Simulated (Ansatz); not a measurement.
Here is an Ansatz 0.2.0 calculation.

input.yaml

```yaml
crystal:
  lattice:
    - [2.9916, 0.0, 0.0]
    - [0.0, 2.9916, 0.0]
    - [0.0, 0.0, 2.9916]
  atoms:
    - { symbol: Ru, position: [0.5, 0.5, 0.5] }
    - { symbol: Al, position: [0.0, 0.0, 0.0] }
hamiltonian:
  xc: revpbe
  pseudopotentials: { kind: paw }
  dispersion: d3bj
kpoints:
  mp_grid: { grid: [9, 9, 9] }
scf:
  occupations: { method: fermi_dirac, width: 0.05 }
output:
  forces: true
  stress: true
  eigenvalues: true
relax:
  f_tol: 0.01
  max_steps: 40
  cell: { stress_tol: 0.05 }
```

Potentials or basis: Ansatz PAW.

Launch:

```sh
$ ansatz run input.yaml --threads 2 --pin off --max-ram 5632MiB --backend cpu --events-out ev --progress --plain --runs-dir out
```

Task: Predict the band gap on the k mesh.

Result: None (metal or under the smearing width).

Task: What does it give for the relaxed cell?

Result: a = 2.958 Å, b = 2.958 Å, c = 2.958 Å, α = 90.00°, β = 90.00°, γ = 90.00°.

Task: Estimate the relaxed volume.

Result: 12.94 Å³/atom.

Task: What does it give for the space group after relaxing (to 0.05 Å)?

Result: Pm-3m (No. 221).

Step by step:
```csv
step,energy change (eV),largest force (eV/Å),volume (Å³)
1,0.0000,0.0000,26.77
2,-0.0197,0.0000,25.66
3,-0.0209,0.0000,25.89
4,-0.0209,0.0000,25.88
5,-0.0205,0.0000,25.88
```

Caveat: the plane-wave basis is chosen anew once the cell has moved, so the energies of steps on either side of that aren't comparable; pairwise dispersion overbinds metals, which lowers pressure and volume; the PAW data sets come from PBE, with cores solved anew for the run's functional, which leaves a small shift of forces and pressure.
